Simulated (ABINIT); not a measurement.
# AlN (F-43m) in ABINIT: further runs, part 2 of 2

ABINIT 10.8.3 (patched build).

### Step 4. Equation of state, BP86+D3(BJ)

run.abi

```
ndtset 7
getwfk -1
scalecart1 3*0.9795861087
scalecart2 3*0.9864848297
scalecart3 3*0.9932883884
scalecart4 3*1.0000000000
scalecart5 3*1.0066227096
scalecart6 3*1.0131594038
scalecart7 3*1.0196128224

pp_dirpath "./"
pseudos "Al.GGA_PBE-JTH.xml, N.GGA_PBE-JTH.xml"

acell 3*1.0
rprim
     0.0000000000     4.1271496856     4.1271496856
     4.1271496856     0.0000000000     4.1271496856
     4.1271496856     4.1271496856     0.0000000000
ntypat 2
znucl 13 7
natom 2
typat 1 2
xred
     0.0000000000     0.0000000000     0.0000000000
     0.2500000000     0.2500000000     0.2500000000

ecut 25.0
pawecutdg 47.0

kptopt 1
ngkpt 10 10 10
nshiftk 1
shiftk 0.0 0.0 0.0

ixc -106132
vdw_xc 7

nband 8
occopt 3
tsmear 0.05 eV

nstep 100
tolvrs 1.0e-9

iomode 3
prtwf 1
prtden 0
prteig 0
prtebands 0
```

Potentials or basis: JTH PAW PBE v2.0.

On the command line:

```bash
> abinit run.abi > log 2>&1
```

run.abo:

```text
.Version 10.8.3 of ABINIT
 DATASET    1 : space group F-4 3 m (#216); Bravais cF (face-center cubic)
================================================================================
 Values of the parameters that define the memory need for DATASET  1.
     intxc =       0    ionmov =       0      iscf =      17    lmnmax =       8
     lnmax =       4     mgfft =      27  mpssoang =       2    mqgrid =    3001
     natom =       2  nloc_mem =       2    nspden =       1   nspinor =       1
    nsppol =       1      nsym =      24    n1xccc =       1    ntypat =       2
    occopt =       3   xclevel =       2
       mpw =         804          nfft =       19683          nkpt =          47
 PAW method is used; the additional fine FFT grid is defined by:
   mgfftf=        36    nfftf =     46656
================================================================================
================================================================================
[... 71 lines left out ...]
 DATASET    7 : space group F-4 3 m (#216); Bravais cF (face-center cubic)
================================================================================
 Values of the parameters that define the memory need for DATASET  7.
     intxc =       0    ionmov =       0      iscf =      17    lmnmax =       8
     lnmax =       4     mgfft =      30  mpssoang =       2    mqgrid =    3001
     natom =       2  nloc_mem =       2    nspden =       1   nspinor =       1
    nsppol =       1      nsym =      24    n1xccc =       1    ntypat =       2
    occopt =       3   xclevel =       2
       mpw =         908          nfft =       27000          nkpt =          47
 PAW method is used; the additional fine FFT grid is defined by:
   mgfftf=        40    nfftf =     64000
================================================================================
================================================================================

--------------------------------------------------------------------------------
------------- Echo of variables that govern the present computation ------------
--------------------------------------------------------------------------------
 -outvars: echo values of preprocessed input variables --------
            acell      1.0000000000E+00  1.0000000000E+00  1.0000000000E+00 Bohr
              amu      2.69815390E+01  1.40067400E+01
             ecut      2.50000000E+01 Hartree
           getwfk          -1
              ixc     -106132
           jdtset        1    2    3    4    5    6    7
         kptrlatt       10    0    0      0   10    0      0    0   10
[... 149 lines left out ...]
 Spheres core radius: rc_sph= 1.20497474
 Shapefunction is SIN type: shapef(r)=[sin(pi*r/rshp)/(pi*r/rshp)]**2
 Radius for shape functions =  1.00243812
 Compensation charge density is not taken into account in XC energy/potential

  -4.47066277E+00                                ecore*ucvol(ha*bohr**3)
--------------------------------------------------------------------------------

[... 1258 lines left out ...]
-Cartesian components of stress tensor (GPa)         [Pressure= -1.3531E+01 GPa]
- sigma(1 1)=  1.35312856E+01  sigma(3 2)=  0.00000000E+00
- sigma(2 2)=  1.35312856E+01  sigma(3 1)=  0.00000000E+00
- sigma(3 3)=  1.35312856E+01  sigma(2 1)=  0.00000000E+00

== END DATASET(S) ==============================================================
================================================================================

 -outvars: echo values of variables after computation  --------
            acell      1.0000000000E+00  1.0000000000E+00  1.0000000000E+00 Bohr
           etotal1    -1.2266733912E+01
           etotal2    -1.2267499500E+01
           etotal3    -1.2267806370E+01
           etotal4    -1.2267705630E+01
           etotal5    -1.2267221758E+01
           etotal6    -1.2266398473E+01
           etotal7    -1.2265273410E+01
            fcart1    -3.7463541017E-29 -3.7463541017E-29  1.1239062305E-28
                       3.7463541017E-29  3.7463541017E-29 -1.1239062305E-28
            fcart2    -0.0000000000E+00 -0.0000000000E+00 -0.0000000000E+00
                      -0.0000000000E+00 -0.0000000000E+00 -0.0000000000E+00
            fcart3    -3.2841543563E-29 -3.2841543563E-29  9.8524630689E-29
                       3.2841543563E-29  3.2841543563E-29 -9.8524630689E-29
            fcart4    -1.2742626515E-31 -3.7616401639E-48  1.2742626515E-31
                       1.2742626515E-31  3.7616401639E-48 -1.2742626515E-31
            fcart5     6.3293955091E-32 -6.3293955091E-32  6.3293955091E-32
                      -6.3293955091E-32  6.3293955091E-32 -6.3293955091E-32
[... 38 lines left out ...]
                       0.0000000000E+00  0.0000000000E+00  0.0000000000E+00
           xangst1     0.0000000000E+00  0.0000000000E+00  0.0000000000E+00
                       1.0697048755E+00  1.0697048755E+00  1.0697048755E+00
           xangst2     0.0000000000E+00  0.0000000000E+00  0.0000000000E+00
                       1.0772382566E+00  1.0772382566E+00  1.0772382566E+00
           xangst3     0.0000000000E+00  0.0000000000E+00  0.0000000000E+00
                       1.0846677208E+00  1.0846677208E+00  1.0846677208E+00
           xangst4     0.0000000000E+00  0.0000000000E+00  0.0000000000E+00
                       1.0919967791E+00  1.0919967791E+00  1.0919967791E+00
           xangst5     0.0000000000E+00  0.0000000000E+00  0.0000000000E+00
                       1.0992287566E+00  1.0992287566E+00  1.0992287566E+00
           xangst6     0.0000000000E+00  0.0000000000E+00  0.0000000000E+00
                       1.1063668056E+00  1.1063668056E+00  1.1063668056E+00
           xangst7     0.0000000000E+00  0.0000000000E+00  0.0000000000E+00
                       1.1134139180E+00  1.1134139180E+00  1.1134139180E+00
             xred      0.0000000000E+00  0.0000000000E+00  0.0000000000E+00
                       2.5000000000E-01  2.5000000000E-01  2.5000000000E-01
 Calculation completed.
```

It took 78 s on 1 thread of Arm Neoverse V1, shared host; peak memory 0.13 GiB.

Results:

| Quantity | Value |
| --- | --- |
| Equilibrium volume | 10.26 Å³/atom |
| Bulk modulus | 208 GPa |
| Pressure derivative of the bulk modulus | 3.9 |

Energy against volume, from the lowest point:
| volume (Å³/atom) | energy (meV/atom) |
| --- | --- |
| 9.792 | 14.59 |
| 10.001 | 4.18 |
| 10.209 | 0.00 |
| 10.417 | 1.37 |
| 10.626 | 7.95 |
| 10.834 | 19.16 |
| 11.042 | 34.46 |

Caveat: the cutoff is too short for stress, so the log's stress isn't used; pressures at fixed basis lie under the slope of the energies; the PAW data sets were made with another functional, which shifts forces and pressure a little.

### Step 5. Band structure, PW91

run.abi

```
# Datasets: ground state, then fixed potential
ndtset 2

# Pseudopotentials
pp_dirpath "./"
pseudos "Al.upf, N.upf"

# Structure
acell 5.8366710593 5.8366710593 5.8366710593
rprim
     0.0000000000     0.7071067812     0.7071067812
     0.7071067812     0.0000000000     0.7071067812
     0.7071067812     0.7071067812     0.0000000000
ntypat 2
znucl 13 7
natom 2
typat 1 2
xcart
     0.0000000000     0.0000000000     0.0000000000
     2.0635748428     2.0635748428     2.0635748428

# Plane-wave basis
ecut 1142.878222 eV

# Exchange and correlation
ixc -109134

# Bands and occupations
occopt 3
tsmear 0.00183747

# SCF cycle
nstep 100

# Output
iomode 3
prtwf 0
prteig 0
prtebands 0
enunit 1
prtden1 1

# Dataset 1
kptopt1 1
ngkpt1 10 10 10
nshiftk1 1
shiftk1 0.0 0.0 0.0
nband1 8
tolvrs1 1.0e-10

# Dataset 2: bands along G-X-W-K-G-L-U-W-L-K
iscf2 -2
getden2 1
nband2 12
nbdbuf2 2
tolwfr2 1.0e-12
kptopt2 -9
ndivsm2 8
prteig2 1
prtvol2 -3
kptbounds2
     0.0000000000     0.0000000000     0.0000000000
     0.5000000000     0.0000000000     0.5000000000
     0.5000000000     0.2500000000     0.7500000000
     0.3750000000     0.3750000000     0.7500000000
     0.0000000000     0.0000000000     0.0000000000
     0.5000000000     0.5000000000     0.5000000000
     0.6250000000     0.2500000000     0.6250000000
     0.5000000000     0.2500000000     0.7500000000
     0.5000000000     0.5000000000     0.5000000000
     0.3750000000     0.3750000000     0.7500000000
```

Potentials or basis: PseudoDojo NC SR PBE v0.4.1 standard.

On the command line:

```bash
> abinit run.abi > log 2>&1
```

Wall time 73 s (1 thread of Arm Neoverse V1, shared host); peak memory 0.11 GiB.

Results (log left out):

| Property | Result |
| --- | --- |
| Free energy | -348.7593 eV |
| Pressure | 4.6 GPa |
| Band gap on the k mesh | 3.36 eV, indirect (least direct gap 4.22 eV) |
| Band gap along the path | 3.36 eV, indirect (least direct gap 4.22 eV) |
| Valence electrons inside the program's atomic spheres | Al 1.10; N 5.38 |

Levels at the corners of the path, in eV from the valence-band top:
```csv
point,band 2,band 3,band 4,band 5,band 6,band 7
Γ,0.00,0.00,0.00,4.22,12.61,12.61
X,-4.89,-1.77,-1.77,3.36,8.67,13.93
W,-3.76,-3.43,-2.69,6.08,11.46,12.00
K,-4.24,-3.62,-1.37,5.21,10.14,13.07
Γ,0.00,0.00,0.00,4.22,12.61,12.61
L,-5.84,-0.48,-0.48,7.41,9.88,11.20
U,-4.24,-3.62,-1.37,5.21,10.14,13.07
W,-3.76,-3.43,-2.69,6.08,11.46,12.00
L,-5.84,-0.48,-0.48,7.41,9.88,11.20
K,-4.24,-3.62,-1.37,5.21,10.14,13.07
```

Caveat: the potentials were made for another functional, which shifts forces and pressure.

### Step 6. Band structure, LDA-VWN

run.abi, as its differences from that of step 5:

```diff
@@ -5,3 +5,3 @@
 pp_dirpath "./"
-pseudos "Al.upf, N.upf"
+pseudos "Al.LDA_PW-JTH.xml, N.LDA_PW-JTH.xml"
 
@@ -19,9 +19,10 @@
      0.0000000000     0.0000000000     0.0000000000
-     2.0635748428     2.0635748428     2.0635748428
+     1.0919967798     1.0919967798     1.0919967798 Angstrom
 
 # Plane-wave basis
-ecut 1142.878222 eV
+ecut 25.0
+pawecutdg 47.0
 
 # Exchange and correlation
-ixc -109134
+ixc -1007
 
@@ -39,4 +40,6 @@
 prtebands 0
-enunit 1
 prtden1 1
+prtvha1 1
+prtvclmb1 1
+prtpot1 1
 
@@ -48,3 +51,3 @@
 nband1 8
-tolvrs1 1.0e-10
+tolvrs1 1.0e-9
 
@@ -57,3 +60,3 @@
 kptopt2 -9
-ndivsm2 8
+ndivsm2 6
 prteig2 1
```

Potentials or basis: JTH PAW LDA v2.0.

On the command line:

```bash
> abinit run.abi > log 2>&1
```

run.abo:

```text
.Version 10.8.3 of ABINIT
 DATASET    1 : space group F-4 3 m (#216); Bravais cF (face-center cubic)
================================================================================
 Values of the parameters that define the memory need for DATASET  1.
     intxc =       0    ionmov =       0      iscf =      17    lmnmax =       8
     lnmax =       4     mgfft =      30  mpssoang =       2    mqgrid =    3001
     natom =       2  nloc_mem =       2    nspden =       1   nspinor =       1
    nsppol =       1      nsym =      24    n1xccc =       1    ntypat =       2
    occopt =       3   xclevel =       1
       mpw =         866          nfft =       27000          nkpt =          47
 PAW method is used; the additional fine FFT grid is defined by:
   mgfftf=        40    nfftf =     64000
================================================================================
================================================================================

[... 1204 lines left out ...]
   0.81467    0.96424    1.14904    1.18695
 kpt# 103, nband= 12, wtk=  1.00000, kpt=  0.3750  0.3750  0.7500 (reduced coord)
  -0.18806    0.09737    0.12055    0.20469    0.44219    0.62061    0.72876    0.76942
   0.80772    0.97866    1.15004    1.22094

== END DATASET(S) ==============================================================
================================================================================

 -outvars: echo values of variables after computation  --------
            acell      5.8366710593E+00  5.8366710593E+00  5.8366710593E+00 Bohr
           etotal1    -1.2279066803E+01
            fcart1     5.0970506059E-31  5.0970506059E-31 -1.5291151818E-30
                      -5.0970506059E-31 -5.0970506059E-31  1.5291151818E-30
            rprim      0.0000000000E+00  7.0710678120E-01  7.0710678120E-01
                       7.0710678120E-01  0.0000000000E+00  7.0710678120E-01
                       7.0710678120E-01  7.0710678120E-01  0.0000000000E+00
           strten1     1.4560721683E-04  1.4560721683E-04  1.4560721683E-04
                       0.0000000000E+00  0.0000000000E+00  0.0000000000E+00
           xangst      0.0000000000E+00  0.0000000000E+00  0.0000000000E+00
                       1.0919967791E+00  1.0919967791E+00  1.0919967791E+00
             xred      0.0000000000E+00  0.0000000000E+00  0.0000000000E+00
                       2.5000000000E-01  2.5000000000E-01  2.5000000000E-01
 Calculation completed.
```

Wall time 27 s (1 thread of Arm Neoverse V1, shared host); peak memory 0.11 GiB.

What came out:

```
Free energy                                           : -334.1304 eV
Band gap on the k mesh                                : 3.23 eV, indirect (least direct gap 4.22 eV)
Valence electrons inside the program's atomic spheres : Al 0.92; N 2.63
```

Levels at the corners of the path, in eV from the valence-band top:
| point | band 1 | band 2 | band 3 | band 4 | band 5 | band 6 | band 7 | band 8 | band 9 |
| --- | --- | --- | --- | --- | --- | --- | --- | --- | --- |
| Γ | -14.84 | 0.00 | 0.00 | 0.00 | 4.22 | 12.32 | 12.32 | 12.32 | 17.53 |
| X | -12.06 | -4.96 | -1.80 | -1.80 | 3.23 | 8.40 | 13.75 | 15.49 | 15.49 |
| W | -12.00 | -3.83 | -3.48 | -2.74 | 5.97 | 11.25 | 11.82 | 11.95 | 16.94 |
| K | -12.08 | -4.31 | -3.68 | -1.39 | 5.07 | 9.93 | 12.87 | 13.98 | 15.02 |
| Γ | -14.84 | 0.00 | 0.00 | 0.00 | 4.22 | 12.32 | 12.32 | 12.32 | 17.53 |
| L | -12.72 | -5.92 | -0.49 | -0.49 | 7.25 | 9.77 | 10.97 | 10.97 | 17.73 |
| U | -12.08 | -4.31 | -3.68 | -1.39 | 5.07 | 9.93 | 12.87 | 13.98 | 15.02 |
| W | -12.00 | -3.83 | -3.48 | -2.74 | 5.97 | 11.25 | 11.82 | 11.95 | 16.94 |
| L | -12.72 | -5.92 | -0.49 | -0.49 | 7.25 | 9.77 | 10.97 | 10.97 | 17.73 |
| K | -12.08 | -4.31 | -3.68 | -1.39 | 5.07 | 9.93 | 12.87 | 13.98 | 15.02 |

Caveat: the cutoff is too short for stress, so the log's stress isn't used.

### Step 7. Summary

```tsv
task	level	potentials or basis	cutoff (eV)	fine-grid cutoff	gap on the mesh (eV)	pressure (GPa)
band structure	rSCAN	JTH PAW PBE v2.0	816	1414.99 eV	3.90	2.8
band structure	PBE	PseudoDojo NC SR PBE v0.5 standard	1143	-	3.32	4.5
equation of state	BP86+D3(BJ)	JTH PAW PBE v2.0	680	1278.94 eV	-	-
band structure	PW91	PseudoDojo NC SR PBE v0.4.1 standard	1143	-	3.36	4.6
band structure	LDA-VWN	JTH PAW LDA v2.0	680	1278.94 eV	3.23	-
```

Alike in all rows: no spin polarisation; cell as given; k mesh 10 × 10 × 10; smearing fermi-dirac 0.05 eV.

Caveats: the PAW data sets were made with another functional, which shifts forces and pressure a little (some runs); totals of a meta-GGA on PAW files have another zero than those of a GGA (some runs); pressures at fixed basis lie under the slope of the energies (some runs); the potentials were made for another functional, which shifts forces and pressure (some runs).

Total energies depend on the potentials used, so only differences within one code and one set of settings carry meaning.
